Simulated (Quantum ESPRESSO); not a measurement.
# GaN (P6_3mc) in Quantum ESPRESSO: reference runs

Aim: a first look at GaN with PBEsol, on the cell as given.

Everything below comes from runs of Quantum ESPRESSO 7.5. Logs are shortened: lines on timing, memory, paths and dates and some standing lists are left out, and cuts for length are marked.

**What was measured.**

“Studying electronic properties in GaN without electrical contacts using γ-γ vs e−-γ Perturbed Angular Correlations”, 2019, pmc:6823545 quotes, for a bulk crystal of GaN: band gap 3.503 ± 0.005 eV (direct).

The results are compared with them further down.

## 1. The crystal as given

Symmetry: P6_3mc, No. 186, hexagonal system. Conventional cell: a = 3.180 Å, b = 3.180 Å, c = 5.166 Å, α = 90.00°, β = 90.00°, γ = 120.00°. Around Ga (site symmetry 3m) lie 4 N at 1.94 to 1.95 Å. N (site symmetry 3m) has 4 Ga at 1.94 to 1.95 Å as nearest neighbours.

## 2. Single point, PBEsol

The input, pw.in:

```
&CONTROL
  calculation = 'scf'
  prefix = 'pwscf'
  outdir = './tmp'
  pseudo_dir = './pseudo'
  tprnfor = .true.
  tstress = .true.
  disk_io = 'low'
/
&SYSTEM
  ibrav = 0
  celldm(1) = 8
  nat = 4
  ntyp = 2
  ecutwfc = 56
  ecutrho = 448
  nbnd = 33
  occupations = 'smearing'
  smearing = 'fd'
  degauss = 0.00367493
/
&ELECTRONS
  conv_thr = 8d-10
  electron_maxstep = 120
  mixing_beta = 0.5
/
ATOMIC_SPECIES
Ga    69.7230 ga_pbesol_v1.4.uspp.F.UPF
N     14.0070 n_pbesol_v1.2.uspp.F.UPF
CELL_PARAMETERS alat
  0.7511661345387   0.0000000000000   0.0000000000000
 -0.3755830672694   0.6505289549650   0.0000000000000
  0.0000000000000   0.0000000000000   1.2202906449771
ATOMIC_POSITIONS crystal
Ga     0.6666666667    0.3333333333    0.5000000000
Ga     0.3333333333    0.6666666667    0.0000000000
N      0.6666666667    0.3333333333    0.8750000000
N      0.3333333333    0.6666666667    0.3750000000
K_POINTS automatic
10 10 5 0 0 0
```

The input, pp_density.in:

```
&INPUTPP
  prefix = 'pwscf'
  outdir = './tmp'
  filplot = 'density.dat'
  plot_num = 0
/
&PLOT
  nfile = 1
  filepp(1) = 'density.dat'
  iflag = 3
  output_format = 6
  fileout = 'density.cube'
/
```

The input, pp_potential.in:

```
&INPUTPP
  prefix = 'pwscf'
  outdir = './tmp'
  filplot = 'potential.dat'
  plot_num = 11
/
&PLOT
  nfile = 1
  filepp(1) = 'potential.dat'
  iflag = 3
  output_format = 6
  fileout = 'potential.cube'
/
```

Potentials or basis: GBRV 1.5 PBEsol.

Run with:

```console
OMP_NUM_THREADS=1 mpirun -n 2 pw.x -nk 2 -in pw.in > pw.out
OMP_NUM_THREADS=1 mpirun -n 1 pp.x -in pp_density.in > pp_density.out
OMP_NUM_THREADS=1 mpirun -n 1 pp.x -in pp_potential.in > pp_potential.out
```

pw.out:

```text
This program is part of the open-source Quantum ESPRESSO suite
     for quantum simulation of materials; please cite
[... 13 lines left out ...]
     --------------------
     sticks:   dense  smooth     PW     G-vecs:    dense   smooth      PW
     Sum        1123     559    163                48899    17333    2803

     Using Slab Decomposition

     bravais-lattice index     =            0
     lattice parameter (alat)  =       8.0000  a.u.
     unit-cell volume          =     305.3064 (a.u.)^3
     number of atoms/cell      =            4
     number of atomic types    =            2
     number of electrons       =        48.00
     number of Kohn-Sham states=           33
     kinetic-energy cutoff     =      56.0000  Ry
     charge density cutoff     =     448.0000  Ry
     scf convergence threshold =      8.0E-10
     mixing beta               =       0.5000
     number of iterations used =            8  plain     mixing
     Exchange-correlation= SLA  PW   PSX  PSC
                           (   1   4  10   8   0   0   0)

     celldm(1)=   8.000000  celldm(2)=   0.000000  celldm(3)=   0.000000
     celldm(4)=   0.000000  celldm(5)=   0.000000  celldm(6)=   0.000000

     crystal axes: (cart. coord. in units of alat)
               a(1) = (   0.751166   0.000000   0.000000 )
               a(2) = (  -0.375583   0.650529   0.000000 )
               a(3) = (   0.000000   0.000000   1.220291 )

     reciprocal axes: (cart. coord. in units 2 pi/alat)
               b(1) = (  1.331263  0.768605 -0.000000 )
               b(2) = (  0.000000  1.537211  0.000000 )
               b(3) = (  0.000000 -0.000000  0.819477 )

     PseudoPot. # 1 for Ga read from file:
     ga_pbesol_v1.4.uspp.F.UPF
     Pseudo is Ultrasoft + core correction, Zval = 19.0
     Generated by new atomic code, or converted to UPF format
     Using radial grid of  871 points,  6 beta functions with:
                l(1) =   0
                l(2) =   0
                l(3) =   1
                l(4) =   1
                l(5) =   2
                l(6) =   2
     Q(r) pseudized with  8 coefficients,  rinner =    1.250   1.250   1.250
                                                       1.250   1.250

     PseudoPot. # 2 for N  read from file:
     n_pbesol_v1.2.uspp.F.UPF
     Pseudo is Ultrasoft + core correction, Zval =  5.0
     Generated by new atomic code, or converted to UPF format
     Using radial grid of  729 points,  4 beta functions with:
                l(1) =   0
                l(2) =   0
                l(3) =   1
                l(4) =   1
     Q(r) pseudized with  8 coefficients,  rinner =    0.900   0.900   0.900

     atomic species   valence    mass     pseudopotential
     Ga               19.00    69.72300     Ga( 1.00)
     N                 5.00    14.00700     N ( 1.00)

     12 Sym. Ops. (no inversion) found ( 6 have fractional translation)

   Cartesian axes

     site n.     atom                  positions (alat units)
         1        Ga     tau(   1) = (   0.3755831   0.2168430   0.6101453  )
         2        Ga     tau(   2) = (  -0.0000000   0.4336860   0.0000000  )
         3        N      tau(   3) = (   0.3755831   0.2168430   1.0677543  )
         4        N      tau(   4) = (  -0.0000000   0.4336860   0.4576090  )

     number of k points=    42  Fermi-Dirac smearing, width (Ry)=  0.0037
                       cart. coord. in units 2pi/alat
        k(    1) = (   0.0000000   0.0000000   0.0000000), wk =   0.0040000
        k(    2) = (   0.0000000   0.0000000   0.1638954), wk =   0.0080000
        k(    3) = (   0.0000000   0.0000000   0.3277908), wk =   0.0080000
        k(    4) = (   0.0000000   0.1537211   0.0000000), wk =   0.0240000
        k(    5) = (   0.0000000   0.1537211   0.1638954), wk =   0.0480000
        k(    6) = (   0.0000000   0.1537211   0.3277908), wk =   0.0480000
[... 34 lines left out ...]
        k(   41) = (   0.3993790   0.6917448   0.1638954), wk =   0.0480000
        k(   42) = (   0.3993790   0.6917448   0.3277908), wk =   0.0480000

     Dense  grid:    48899 G-vectors     FFT dimensions: (  45,  45,  72)

     Smooth grid:    17333 G-vectors     FFT dimensions: (  30,  30,  48)

     Check: negative core charge=   -0.000001

     Initial potential from superposition of free atoms

     starting charge      46.0000, renormalised to      48.0000
     Starting wfcs are   32 randomized atomic wfcs +    1 random wfcs

     Self-consistent Calculation

     iteration #  1     ecut=    56.00 Ry     beta= 0.50
     Davidson diagonalization with overlap
     ethr =  1.00E-02,  avg # of iterations =  4.7

     total energy              =    -865.14510368 Ry
     estimated scf accuracy    <      11.07673623 Ry

     iteration #  2     ecut=    56.00 Ry     beta= 0.50
     Davidson diagonalization with overlap
     ethr =  1.00E-02,  avg # of iterations =  2.0

     total energy              =    -869.94043052 Ry
     estimated scf accuracy    <       3.31598272 Ry

     iteration #  3     ecut=    56.00 Ry     beta= 0.50
     Davidson diagonalization with overlap
     ethr =  6.91E-03,  avg # of iterations =  2.0
[... 36 lines left out ...]
     total energy              =    -870.34253688 Ry
     estimated scf accuracy    <       0.00000168 Ry

     iteration #  9     ecut=    56.00 Ry     beta= 0.50
     Davidson diagonalization with overlap
     ethr =  3.51E-09,  avg # of iterations =  2.0

     total energy              =    -870.34253729 Ry
     estimated scf accuracy    <          4.7E-09 Ry

     iteration # 10     ecut=    56.00 Ry     beta= 0.50
     Davidson diagonalization with overlap
     ethr =  9.80E-12,  avg # of iterations =  3.5

     End of self-consistent calculation

          k = 0.0000 0.0000 0.0000 (  2177 PWs)   bands (ev):

   -81.6021 -81.6019 -81.6019 -81.6016 -81.6016 -81.6006  -5.1543  -4.1619
    -2.5193  -2.4968  -2.4968  -2.4310  -2.4310  -2.2331  -2.2331  -2.1289
    -2.1289  -0.8729   3.6878   9.8351   9.8351  10.8480  10.9102  10.9102
    12.8398  15.1373  20.0626  20.7368  20.7368  21.6628  22.5983  22.5983
    25.3216

          k = 0.0000 0.0000 0.1639 (  2165 PWs)   bands (ev):

   -81.6020 -81.6018 -81.6018 -81.6016 -81.6016 -81.6008  -5.0327  -4.2132
    -2.4945  -2.4945  -2.4882  -2.4410  -2.4410  -2.2195  -2.2195  -2.1355
    -2.1355  -1.2819   4.4290   9.7729   9.9330   9.9330  10.8029  10.8029
    13.7196  15.2140  19.7950  20.7714  20.7847  20.7847  22.2345  22.2345
    25.7145

          k = 0.0000 0.0000 0.3278 (  2142 PWs)   bands (ev):
[... 89 lines left out ...]
   -81.6029 -81.6027 -81.6022 -81.6019 -81.6015 -81.6010  -4.2087  -3.9983
    -2.4550  -2.4044  -2.3547  -2.2917  -2.2587  -2.1998  -2.1567  -2.1154
    -1.3911  -0.4493   4.4229   5.6223   6.9753   8.3802   9.3500   9.8055
    15.3458  16.1944  18.0579  19.0027  21.1020  21.6338  22.1058  24.2030
    24.3351

          k = 0.0000 0.6149 0.3278 (  2153 PWs)   bands (ev):

   -81.6029 -81.6028 -81.6021 -81.6020 -81.6013 -81.6011  -4.1077  -4.0274
    -2.4586  -2.4231  -2.3569  -2.2999  -2.2439  -2.2009  -2.1487  -2.1340
    -1.1789  -0.8240   4.4790   4.9575   8.2713   8.7826   9.2929   9.3225
    15.1177  15.8090  18.4466  18.9237  20.8561  20.9635  22.4905  23.5159
    25.1168

          k = 0.0000-0.7686 0.0000 (  2180 PWs)   bands (ev):

   -81.6029 -81.6028 -81.6022 -81.6019 -81.6015 -81.6010  -4.1830  -3.9879
    -2.4487  -2.4227  -2.3259  -2.2776  -2.2281  -2.2222  -2.1399  -2.1017
    -0.9975  -0.4526   4.3575   5.5685   6.5827   8.0949   8.6046   9.9097
    15.8509  16.4515  16.8707  19.5246  21.1937  21.2556  23.2475  24.2923
    24.9290

          k = 0.0000-0.7686 0.1639 (  2174 PWs)   bands (ev):

   -81.6030 -81.6028 -81.6022 -81.6019 -81.6014 -81.6010  -4.1458  -3.9877
    -2.4592  -2.4029  -2.3479  -2.2970  -2.2426  -2.1841  -2.1390  -2.1110
    -0.9620  -0.5141   4.1345   5.1341   7.2398   8.2452   9.0205   9.7051
    15.3520  15.9024  18.1422  18.9516  21.2126  21.5617  22.0419  24.4814
    24.5725

          k = 0.0000-0.7686 0.3278 (  2158 PWs)   bands (ev):

   -81.6030 -81.6029 -81.6021 -81.6020 -81.6013 -81.6011  -4.0660  -4.0055
    -2.4645  -2.4283  -2.3508  -2.2879  -2.2343  -2.1837  -2.1353  -2.1264
    -0.8503  -0.6752   4.0572   4.4449   8.4505   8.6563   9.2092   9.2537
    14.9641  15.5998  18.4639  18.8661  20.8109  20.9870  22.5035  23.6469
    25.3595

          k = 0.1331 0.2306 0.0000 (  2161 PWs)   bands (ev):

   -81.6022 -81.6020 -81.6020 -81.6019 -81.6017 -81.6007  -4.8679  -4.0937
    -2.4804  -2.4617  -2.4146  -2.4007  -2.3553  -2.2551  -2.2336  -2.1721
    -2.1215  -0.6692   4.1100   8.1650   8.7704   9.4958  10.5338  10.5536
    14.4634  16.5853  19.1895  19.2634  21.5180  21.5574  21.6913  23.2201
    24.2919

          k = 0.1331 0.2306 0.1639 (  2161 PWs)   bands (ev):

   -81.6022 -81.6020 -81.6019 -81.6018 -81.6017 -81.6008  -4.7631  -4.1277
    -2.4750  -2.4560  -2.4102  -2.4095  -2.3550  -2.2248  -2.2198  -2.1830
    -2.1277  -1.0443   4.7467   8.3431   8.5045   9.3831  10.3422  10.4050
    14.8255  16.6361  18.8444  19.2488  20.9003  21.4309  21.7441  22.8471
    25.2212
[... 163 lines left out ...]
   -81.6027 -81.6027 -81.6025 -81.6023 -81.6013 -81.6011  -4.0485  -3.9989
    -2.4730  -2.3478  -2.3198  -2.2740  -2.2267  -2.2252  -2.1833  -2.1724
    -0.6502  -0.3257   4.9414   5.2118   5.9716   7.9106   8.0839   8.7566
    16.4400  17.9197  18.6716  18.9485  20.1712  20.3540  23.3550  24.4195
    24.5259

          k = 0.3994 0.6917 0.3278 (  2177 PWs)   bands (ev):

   -81.6027 -81.6027 -81.6025 -81.6024 -81.6012 -81.6011  -4.0049  -3.9861
    -2.4028  -2.3810  -2.3667  -2.3136  -2.2236  -2.2208  -2.1830  -2.1735
    -0.5520  -0.4251   4.6332   4.7677   6.4308   7.1845   9.0730   9.3744
    17.1203  17.1791  18.1534  18.6496  19.8372  20.0267  23.8441  24.5935
    25.2296

     the Fermi energy is    11.9372 ev

!    total energy              =    -870.34253730 Ry
     estimated scf accuracy    <          3.4E-10 Ry
     smearing contrib. (-TS)   =      -0.00000000 Ry
     internal energy E=F+TS    =    -870.34253730 Ry

     The total energy is F=E-TS. E is the sum of the following terms:
     one-electron contribution =    -672.11977605 Ry
     hartree contribution      =     361.49858551 Ry
     xc contribution           =    -106.97013833 Ry
     ewald contribution        =    -452.75120843 Ry

     convergence has been achieved in  10 iterations

     Forces acting on atoms (cartesian axes, Ry/au):

     atom    1 type  1   force =    -0.00000000   -0.00000000   -0.00517320
     atom    2 type  1   force =    -0.00000000   -0.00000000   -0.00517320
     atom    3 type  2   force =     0.00000000   -0.00000000    0.00517320
     atom    4 type  2   force =     0.00000000    0.00000000    0.00517320

     Total force =     0.010346     Total SCF correction =     0.000009

     Computing stress (Cartesian axis) and pressure

          total   stress  (Ry/bohr**3)                   (kbar)     P=       15.04
   0.00005430   0.00000000   0.00000000            7.99        0.00        0.00
   0.00000000   0.00005430   0.00000000            0.00        7.99        0.00
   0.00000000   0.00000000   0.00019822            0.00        0.00       29.16

=------------------------------------------------------------------------------=
   JOB DONE.
=------------------------------------------------------------------------------=
```

Run time: 34 s. Hardware: 2 MPI ranks of Arm Neoverse V1, shared host; peak memory 0.34 GiB.

What came out:

| Item | Value |
| --- | --- |
| Free energy | -11841.6135 eV |
| Pressure | 1.5 GPa |
| Largest force | 0.133 eV/Å |
| Band gap on the k mesh | 1.93 eV, direct |

Forces in eV/Å, atoms in the order of the input:
```
Ga   0.000  0.000 -0.133
Ga   0.000  0.000 -0.133
N    0.000  0.000  0.133
N    0.000  0.000  0.133
```

Stress tensor (GPa, compression positive):
```
0.80 0.00 0.00
0.00 0.80 0.00
0.00 0.00 2.92
```

## 3. How close it comes

Step 2. A measured gap of GaN is 3.503 eV (direct; quoted in “Studying electronic properties in GaN without electrical contacts using γ-γ vs e−-γ Perturbed Angular Correlations”, 2019, pmc:6823545); the calculated 1.93 eV misses it by -1.57 eV. Spin-orbit coupling on Ga is left out. The value is that of PBEsol, without temperature or zero-point motion. Semilocal functionals fall short of measured gaps as a rule.
